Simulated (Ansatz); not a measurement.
SiC:

```
Si C
1.0
     3.07569    0.00000    0.00000
    -1.53785    2.66363    0.00000
     0.00000    0.00000   10.07065
Si C
4 4
Direct
  0.00000 0.00000 0.18789
  0.00000 0.00000 0.68789
  0.33333 0.66667 0.43784
  0.66667 0.33333 0.93784
  0.00000 0.00000 0.00046
  0.00000 0.00000 0.50046
  0.33333 0.66667 0.24980
  0.66667 0.33333 0.74980
```

The cell is a database's computed one.

Base run:

| Quantity | Value |
| --- | --- |
| Program | Ansatz 0.2.0 |
| Functional | PBE |
| Potentials or basis | Ansatz PAW |
| Cutoff | 420 eV |
| Density cutoff | 1680 eV |
| k mesh | 10 × 10 × 3 |
| Occupations | fermi-dirac, width 0.05 eV |
| Spin | no spin polarisation |

Its results: band gap on the k mesh 2.23 eV, indirect (least direct gap 3.35 eV); pressure 3.9 GPa; largest force 0.006 eV/Å.

Q: The run is repeated on the same cell with these changes: k mesh from 10 × 10 × 3 to 3 × 3 × 1. What comes out?

A: Band gap on the k mesh 2.95 eV, indirect (least direct gap 3.80 eV); pressure 4.6 GPa; largest force 0.195 eV/Å.

Caveats: some runs use coarse meshes; odd divisions of the mesh miss points on the zone boundary, where band edges often lie, so the gap on the mesh can be too wide (some runs).

Not every run made on this cell is shown here.
